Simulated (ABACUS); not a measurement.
Set up this calculation in ABACUS 3.10.1, as an ASE script.

* Task: single point
* Functional: LDA
* Potentials or basis: PseudoDojo NC SR 0.4.1 LDA standard
* Cutoff: 1143 eV
* Density cutoff: 4572 eV
* Basis: plane waves
* k mesh: 8 × 8 × 6
* Occupations: fermi-dirac, width 0.05 eV
* Spin: no spin polarisation
* Radial cutoff of the potentials (pseudo_rcut): 7 bohr
* SCF threshold on the density: 1e-08
* Max SCF steps: 100
* Eigensolver: dav
* Mixing: broyden
* Mixing share: 0.7
* Symmetry key: 1

The structure of TiB2 lies in TiB2.cif:

```cif
data_TiB2
_cell_length_a 3.02920000
_cell_length_b 3.02920000
_cell_length_c 3.22840000
_cell_angle_alpha 90.00000000
_cell_angle_beta 90.00000000
_cell_angle_gamma 120.00000000
_space_group_name_H-M_alt 'P6/mmm'
_space_group_name_Hall '-P 6 2'
_space_group_IT_number 191
loop_
_space_group_symop_operation_xyz
'x,y,z'
'-x,-y,-z'
'x-y,x,z'
'-x+y,-x,-z'
'-y,x-y,z'
'y,-x+y,-z'
'-x,-y,z'
'x,y,-z'
'-x+y,-x,z'
'x-y,x,-z'
'y,-x+y,z'
'-y,x-y,-z'
'-y,-x,-z'
'y,x,z'
'-x,-x+y,-z'
'x,x-y,z'
'-x+y,y,-z'
'x-y,-y,z'
'y,x,-z'
'-y,-x,z'
'x,x-y,-z'
'-x,-x+y,z'
'x-y,-y,-z'
'-x+y,y,z'
loop_
_atom_site_label
_atom_site_type_symbol
_atom_site_symmetry_multiplicity
_atom_site_Wyckoff_symbol
_atom_site_fract_x
_atom_site_fract_y
_atom_site_fract_z
_atom_site_occupancy
Ti1 Ti 1 a 0.0000000000 0.0000000000 0.0000000000 1
B1 B 2 d 0.6666666667 0.3333333333 0.5000000000 1
```

These files were run (other wordings do the same):

run_abacus.py

```python
"""ABACUS run from a structure file: ASE reads it, the script writes STRU, KPT and INPUT."""
import re
import subprocess
import spglib
from ase import Atoms
from ase.io import read
from ase.units import Bohr

atoms = read("TiB2.cif")
cell, frac, numbers = spglib.standardize_cell((atoms.cell[:], atoms.get_scaled_positions(), atoms.numbers), to_primitive=True, symprec=1e-4)
atoms = Atoms(numbers=numbers, cell=cell, scaled_positions=frac, pbc=True)  # the primitive cell
atoms = atoms[(-atoms.numbers).argsort(kind="stable")]  # ABACUS lists atoms element by element
pseudo = {'Ti': 'Ti.upf', 'B': 'B.upf'}
orbital = {}
magmoms = None
kmesh = [8, 8, 6]
params = {
    'suffix': 'TiB2',
    'calculation': 'scf',
    'basis_type': 'pw',
    'pseudo_dir': './',
    'symmetry': 1,
    'dft_functional': 'pz',
    'ecutwfc': 84,
    'pseudo_rcut': 7,
    'nspin': 1,
    'nbands': 19,
    'ks_solver': 'dav',
    'smearing_method': 'fd',
    'smearing_sigma': 0.00367493,
    'scf_thr': 1e-08,
    'scf_nmax': 100,
    'mixing_type': 'broyden',
    'mixing_beta': 0.7,
    'cal_force': 1,
    'cal_stress': 1,
    'out_chg': 1,
    'kpar': 4,
}

symbols = atoms.get_chemical_symbols()
elements = list(dict.fromkeys(symbols))
lines = ["ATOMIC_SPECIES"] + [f"{e} {atoms.get_masses()[symbols.index(e)]:.4f} {pseudo[e]}" for e in elements]
if orbital:
    lines += ["", "NUMERICAL_ORBITAL"] + [orbital[e] for e in elements]
lines += ["", "LATTICE_CONSTANT", f"{1 / Bohr:.10f}", "", "LATTICE_VECTORS"]
lines += [" ".join(f"{x:.10f}" for x in v) for v in atoms.cell]
lines += ["", "ATOMIC_POSITIONS", "Direct"]
for e in elements:
    lines += ["", e, "0.0", str(symbols.count(e))]
    for i, p in enumerate(atoms.get_scaled_positions(wrap=False)):
        if symbols[i] == e:
            mag = "" if magmoms is None else " mag " + " ".join(str(x) for x in (magmoms[i] if isinstance(magmoms[i], list) else [magmoms[i]]))
            lines.append(" ".join(f"{x:.10f}" for x in p) + " 1 1 1" + mag)
open("STRU", "w").write("\n".join(lines) + "\n")
open("KPT", "w").write("K_POINTS\n0\nGamma\n%d %d %d 0 0 0\n" % tuple(kmesh))
open("INPUT", "w").write("INPUT_PARAMETERS\n" + "".join(f"{k:<20s}{v}\n" for k, v in params.items()))

done = subprocess.run(['mpirun', '-np', '4', 'abacus'])
if done.returncode:
    raise SystemExit(done.returncode)
log = open("OUT.TiB2/running_scf.log").read()
print("final energy (eV):", re.findall(r"FINAL_ETOT_IS (\S+)", log))
```

Potentials or basis: PseudoDojo NC SR 0.4.1 LDA standard, plane waves.

Launch:

```bash
$ OMP_NUM_THREADS=1 python run_abacus.py > log
```

Results of the run:

| Item | Value |
| --- | --- |
| Pressure | -10.9 GPa |
| Band gap on the k mesh | none (metal or under the smearing width) |

It took 7.3 s on 4 MPI ranks on Intel(R) Xeon(R) Platinum 8488C (Sapphire Rapids), on a shared host, peak memory 0.32 GiB a rank.
